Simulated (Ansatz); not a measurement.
Born–Oppenheimer molecular dynamics of a periodic cell of 36 atoms, H24CO11 (contents 10 H2O + 1 CH3OH, density as packed 0.96 g/cm³ with natural masses). It goes on from the last frame of an earlier run, with new velocities.

Level of theory: DFT PBE-D3(BJ), scalar-relativistic, plane waves, PAW in Ansatz. Settings: cutoff 420 eV, k mesh 1x1x1, fermi-dirac smearing 0.02 eV, no spin polarisation.

```
ensemble                      : NVE (velocity Verlet)
time step                     : 0.5 fs
steps asked                   : 400
starting velocities drawn for : 500 K
seed                          : 763591
```

First frame:

```xyz
36
Lattice="7.1596 0.0000 0.0000 0.0000 7.1596 0.0000 0.0000 0.0000 7.1596" Properties=species:S:1:pos:R:3
O 3.441 1.408 6.562
H 4.299 1.637 6.211
H 2.871 1.810 5.944
O 1.425 7.428 3.503
H 1.552 6.708 4.128
H 1.773 7.104 2.545
O 6.417 3.043 2.644
H 6.324 2.253 1.982
H 7.333 3.076 2.793
O 6.062 0.657 1.398
H 5.502 -0.071 1.930
H 5.747 0.647 0.433
O 5.003 5.360 2.413
H 4.364 5.509 1.729
H 5.643 4.714 2.069
O 0.313 5.536 7.642
H 0.221 5.505 6.719
H -0.215 6.301 7.922
O 2.474 5.062 5.504
H 2.627 4.933 6.392
H 2.090 4.174 5.209
O 2.832 6.650 1.154
H 3.001 7.263 0.397
H 2.010 6.114 0.966
O 5.491 5.939 5.381
H 4.686 6.082 5.880
H 5.234 5.806 4.453
O 5.843 1.735 5.009
H 5.932 2.318 4.226
H 6.332 0.897 4.855
C 2.990 3.074 3.191
O 2.000 2.716 4.201
H 2.754 4.162 2.924
H 1.931 1.747 4.085
H 3.986 2.978 3.743
H 2.856 2.372 2.436
```

**Question.** What does the run give?

**Answer.** The run went to its last step.

| Quantity | Value |
| --- | --- |
| steps done | 400 |
| time covered | 200 fs |
| mean temperature over the second half | 457 K |
| spread of the potential energy over the second half | 5.2 meV per atom |
| mean potential energy of the second half above the start | 5.3 meV per atom |

The conserved energy stayed within 0.36 meV per atom of its start (net change -0.0094 meV per atom), so the integration is sound. A run of 0.2 ps of so small a system gives no equilibrium averages. Limits of this set-up: coarse k mesh.

**Question.** What happens to the structure?

**Answer.** Mean squared displacements from the first frame to the last, about the centre of mass: O 0.92 Å², H 1.66 Å², C 0.21 Å². Another seed would give other details.

**Question.** How do temperature and energy run in time?

**Answer.** 
```csv
time (fs),T (K),potential energy less start (eV),conserved less start (meV/atom)
0.0,500,0.000,0.00
10.0,512,-0.053,0.04
20.0,486,0.063,-0.02
30.0,508,-0.038,-0.08
40.0,539,-0.182,-0.19
50.0,521,-0.105,-0.22
60.0,539,-0.187,-0.23
70.0,578,-0.362,-0.21
80.0,514,-0.072,-0.23
90.0,439,0.274,-0.04
100.0,400,0.456,0.06
110.0,457,0.189,-0.18
120.0,477,0.099,-0.14
130.0,478,0.096,-0.15
140.0,489,0.045,-0.07
150.0,432,0.310,0.07
160.0,438,0.282,0.04
170.0,499,0.003,-0.08
180.0,554,-0.253,-0.29
190.0,510,-0.050,-0.18
200.0,496,0.016,-0.01
```

The run took 12 min on 1 thread of Arm Neoverse V1 (shared host), peak memory 0.4 GiB.
